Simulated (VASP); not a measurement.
Input of a VASP 6.6.1 run:

File INCAR:

```
SYSTEM = InAs
ALGO     = Normal         ! electronic algorithm
EDIFF    = 1E-7           ! SCF threshold, eV
ENCUT    = 520            ! plane-wave cutoff, eV
GGA      = PE             ! functional
ISIF     = 2              ! what is computed and relaxed
ISMEAR   = 0              ! smearing method
LASPH    = .True.         ! aspherical terms in the spheres
LCHARG   = .False.        ! write CHGCAR
LREAL    = .False.        ! projectors in reciprocal space
LWAVE    = .False.        ! write WAVECAR
NELM     = 80             ! most SCF steps
PREC     = Accurate       ! precision mode
SIGMA    = 0.02           ! smearing width, eV
```

KPOINTS

```
k-points
0
Gamma
  4 4 4
  0 0 0
```

File POSCAR:

```
InAs                                    
1.0
    0.0000000000      3.1043939033      3.1043939033
    3.1043939033      0.0000000000      3.1043939033
    3.1043939033      3.1043939033      0.0000000000
  In              As            
     1     1
Direct
     0.0000000000000000    0.0000000000000000    0.0000000000000000
     0.2500000000000000    0.2500000000000000    0.2500000000000000
```

KPOINTS_OPT

```
path GXWKGLUWLK,UX
20
line-mode
reciprocal
 0.0000000000  0.0000000000  0.0000000000  G
 0.5000000000  0.0000000000  0.5000000000  X

 0.5000000000  0.0000000000  0.5000000000  X
 0.5000000000  0.2500000000  0.7500000000  W

 0.5000000000  0.2500000000  0.7500000000  W
 0.3750000000  0.3750000000  0.7500000000  K

 0.3750000000  0.3750000000  0.7500000000  K
 0.0000000000  0.0000000000  0.0000000000  G

 0.0000000000  0.0000000000  0.0000000000  G
 0.5000000000  0.5000000000  0.5000000000  L

 0.5000000000  0.5000000000  0.5000000000  L
 0.6250000000  0.2500000000  0.6250000000  U

 0.6250000000  0.2500000000  0.6250000000  U
 0.5000000000  0.2500000000  0.7500000000  W

 0.5000000000  0.2500000000  0.7500000000  W
 0.5000000000  0.5000000000  0.5000000000  L

 0.5000000000  0.5000000000  0.5000000000  L
 0.3750000000  0.3750000000  0.7500000000  K

 0.6250000000  0.2500000000  0.6250000000  U
 0.5000000000  0.0000000000  0.5000000000  X
```

Potentials or basis: VASP PAW PBE potentials, release 64 (In_d, As).

Command:

```bash
$ cat potpaw_PBE.64/In_d/POTCAR potpaw_PBE.64/As/POTCAR > POTCAR
$ mpirun -np 1 vasp_std > vasp.out
```

**Question.** Estimate the band gap along the path.

**Answer.** None (metal or under the smearing width).

**Question.** What does it give for the pressure?

**Answer.** 0.0 GPa.

Levels at the corners of the path, in eV from the Fermi level:
| point | band 7 | band 8 | band 9 | band 10 | band 11 | band 12 |
| --- | --- | --- | --- | --- | --- | --- |
| Γ | -0.62 | -0.01 | -0.01 | -0.01 | 3.83 | 3.83 |
| X | -5.54 | -2.09 | -2.09 | 1.64 | 2.01 | 8.69 |
| X | -5.54 | -2.09 | -2.09 | 1.64 | 2.01 | 8.69 |
| W | -5.42 | -2.65 | -2.56 | 3.85 | 4.24 | 4.75 |
| W | -5.42 | -2.65 | -2.56 | 3.85 | 4.24 | 4.75 |
| K | -5.42 | -2.93 | -1.75 | 2.09 | 4.07 | 6.95 |
| K | -5.42 | -2.93 | -1.75 | 2.09 | 4.07 | 6.95 |
| Γ | -0.62 | -0.01 | -0.01 | -0.01 | 3.83 | 3.83 |
| Γ | -0.62 | -0.01 | -0.01 | -0.01 | 3.83 | 3.83 |
| L | -5.41 | -0.89 | -0.89 | 0.77 | 4.59 | 4.59 |
| L | -5.41 | -0.89 | -0.89 | 0.77 | 4.59 | 4.59 |
| U | -5.42 | -2.93 | -1.75 | 2.09 | 4.07 | 6.95 |
| U | -5.42 | -2.93 | -1.75 | 2.09 | 4.07 | 6.95 |
| W | -5.42 | -2.65 | -2.56 | 3.85 | 4.24 | 4.75 |
| W | -5.42 | -2.65 | -2.56 | 3.85 | 4.24 | 4.75 |
| L | -5.41 | -0.89 | -0.89 | 0.77 | 4.59 | 4.59 |
| L | -5.41 | -0.89 | -0.89 | 0.77 | 4.59 | 4.59 |
| K | -5.42 | -2.93 | -1.75 | 2.09 | 4.07 | 6.95 |
| U | -5.42 | -2.93 | -1.75 | 2.09 | 4.07 | 6.95 |
| X | -5.54 | -2.09 | -2.09 | 1.64 | 2.01 | 8.70 |

Caveat: the k mesh is coarse (spacing up to 0.44 Å⁻¹), so the values aren't converged; spin-orbit coupling is left out, which moves the levels of the heavy elements; this crystal is a semiconductor, whose small gap the functional closes, so the metal is an error of the method.
